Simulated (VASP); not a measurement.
Write the native input for VASP 6.6.1 that does the following.

* Task: single point
* Functional: PBE
* Potentials or basis: VASP PAW PBE potentials, release 64 (Gd)
* Cutoff: 520 eV
* k mesh: 4 × 4 × 3
* Occupations: gaussian, width 0.05 eV
* Spin: collinear spin, typed start
* Starting moments: [0.5, 0.5] μB
* Hubbard terms: Gd f U = 6.0 eV
* Dipole correction: no
* Further INCAR settings: ALGO = Normal; EDIFF = 1e-07; NBANDS = 29

The structure of Gd lies in POSCAR:

```
Gd
1.0
    3.6399995402      0.0000000000      0.0000000000
   -1.8199997701      3.1523320716      0.0000000000
    0.0000000000      0.0000000000      5.7803192698
Gd
2
Direct
    0.3333333333      0.6666666667      0.7500000000
    0.6666666667      0.3333333333      0.2500000000
```

The input as run:

INCAR

```
SYSTEM = Gd
ALGO = Normal
EDIFF = 1E-7
ENCUT = 520
GGA = PE
ISIF = 2
ISMEAR = 0
ISPIN = 2
LASPH = .True.
LCHARG = .False.
LDAU = .True.
LDAUJ = 0
LDAUL = 3
LDAUPRINT = 1
LDAUTYPE = 2
LDAUU = 6
LMAXMIX = 6
LORBIT = 11
LREAL = .False.
LWAVE = .False.
MAGMOM = 0.5 0.5
NBANDS = 29
NELM = 150
PREC = Accurate
SIGMA = 0.05
```

KPOINTS

```
k-points
0
Gamma
  4 4 3
  0 0 0
```

Potentials or basis: VASP PAW PBE potentials, release 64 (Gd).

Launch:

```console
$ cat potpaw_PBE.64/Gd/POTCAR > POTCAR
$ mpirun -np 1 vasp_std > vasp.out
```

Results of the run:

| Item | Value |
| --- | --- |
| Pressure | 1.3 GPa |
| Band gap on the k mesh | none (metal or under the smearing width) |
| Net moment | 15.75 μB per cell |
| Site moments | Gd +7.14 μB |
| Valence electrons inside the program's atomic spheres | Gd 15.17 |

Caveat: the k mesh is coarse (spacing up to 0.50 Å⁻¹), so the values aren't converged; spin-orbit coupling is left out, which moves the levels of the heavy elements.

Wall time 93 s on 1 thread of Intel(R) Xeon(R) Platinum 8259CL CPU @ 2.50GHz (Skylake/Cascade Lake) (shared host), peak memory 0.22 GiB.
